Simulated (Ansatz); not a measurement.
Something may be wrong with this Ansatz 0.2.0 calculation of KMgF3.

input.yaml

```yaml
crystal:
  lattice:
    - [3.9859, 0.0, 0.0]
    - [0.0, 3.9859, 0.0]
    - [0.0, 0.0, 3.9859]
  atoms:
    - { symbol: K, position: [0.5, 0.5, 0.5] }
    - { symbol: Mg, position: [0.0, 0.0, 0.0] }
    - { symbol: F, position: [0.0, 0.0, 0.5] }
    - { symbol: F, position: [0.0, 0.5, 0.0] }
    - { symbol: F, position: [0.5, 0.0, 0.0] }
hamiltonian:
  xc: r2scan
  pseudopotentials: { kind: paw }
  hubbard: { sites: [{ species: Mg, l: p, u_eff: -5.0 }] }
kpoints:
  mp_grid: { grid: [7, 7, 7] }
scf:
  occupations: { method: fermi_dirac, width: 0.05 }
  max_iter: 80
output:
  forces: true
  stress: true
  eigenvalues: true
relax:
  f_tol: 0.01
  max_steps: 40
  cell: { stress_tol: 0.05 }
```

Potentials or basis: Ansatz PAW.

Launch:

```console
$ ansatz run input.yaml --threads 2 --pin off --max-ram 5632MiB --backend cpu --events-out ev --progress --plain --runs-dir out
```

Output:

```text
Warning: RAYON_NUM_THREADS=2 ignored (pool sized by the plan → 2); use --threads N
The last accepted step is kept in <dir> (removed where the run ends without a failure and the disk answers)
K: projections on atomic orbitals take those of the free atom [Ne] 3s2 3p6 4s1, of charge +0.00 (hamiltonian.pseudopotentials.projection_atoms); the dataset's partial waves leave at most 2.3e-7 of an orbital's norm unspanned inside its sphere
Mg: projections on atomic orbitals take those of the free atom [He] 2s2 2p6 3s2, of charge +0.00 (hamiltonian.pseudopotentials.projection_atoms); the dataset's partial waves leave at most 2.0e-8 of an orbital's norm unspanned inside its sphere
Mg: the file doesn't list 3p, so it is added from the neutral free atom; the dataset's partial waves leave at most 1.8e-2 of an orbital's norm unspanned inside its sphere
F: projections on atomic orbitals take those of the free atom [He] 2s2 2p5, of charge +0.00 (hamiltonian.pseudopotentials.projection_atoms); the dataset's partial waves leave at most 1.6e-8 of an orbital's norm unspanned inside its sphere
Engine: ansatz 0.2.0, aarch64-unknown-linux-gnu
Pseudopotentials: kind: paw
Pseudopotential: K, paw, valence charge 9, recommended cutoff 500 eV (meta_gga), K.paw.azcp
Pseudopotential: Mg, paw, valence charge 10, recommended cutoff 500 eV (meta_gga), Mg.paw.azcp
Pseudopotential: F, paw, valence charge 7, recommended cutoff 500 eV (meta_gga), F.paw.azcp
Functional definition: r2SCAN
  parameter k0 = 0.174
  parameter k1 = 0.065
[... 98 lines left out ...]
--- Stress (GPa, compression-positive) ---
        0.041937       0.000000       0.000000
       -0.000000       0.041937      -0.000000
        0.000000      -0.000000       0.041937
  P = ⅓ Tr σ = 0.0419 GPa (0.419 kbar)
[... 5 lines left out ...]
Occupation matrices written to <dir>
--- Relaxed structure (3 steps of the walk, 3 accepted, 1 SCFs on fresh bases) ---
  F+E_penalty+E_count = -5909.28791751 eV   max|allowed force component| = 5.279e-29 eV/Å   (the final SCF, on the basis selected at the relaxed cell)
  cell:  # Å, volume = 62.2257 Å³
    - [3.962687415547825, -4.192909983093044e-34, 4.814824860968089e-35]
    - [-9.328723168125674e-34, 3.962687415547825, 2.728400754548584e-34]
    - [4.814824860968089e-35, 2.728400754548584e-34, 3.962687415547825]
  atoms:
    - { symbol: K, position: [0.49999999999999994, 0.49999999999999994, 0.49999999999999994] }
    - { symbol: Mg, position: [-7.892033357010825e-35, 3.382300010214251e-35, -1.6106190524709786e-36] }
    - { symbol: F, position: [-3.060176199592028e-35, 1.771680957718736e-35, 0.49999999999999994] }
    - { symbol: F, position: [-1.4495571471078622e-35, 0.49999999999999994, -1.6106190525881666e-36] }
    - { symbol: F, position: [0.49999999999999994, 2.576990483961551e-35, -1.610619052588168e-36] }
```

**Question.** How did it end, and where is the flaw?

**Answer.** The calculation finished and met its thresholds. The input holds a flaw that was put in on purpose: an enormous or negative U (hamiltonian.hubbard = {"sites": [{"species": "Mg", "l": "p", "u_eff": -5.0}]}). The program doesn't stop on it, so the numbers can't be trusted though the run ends normally.
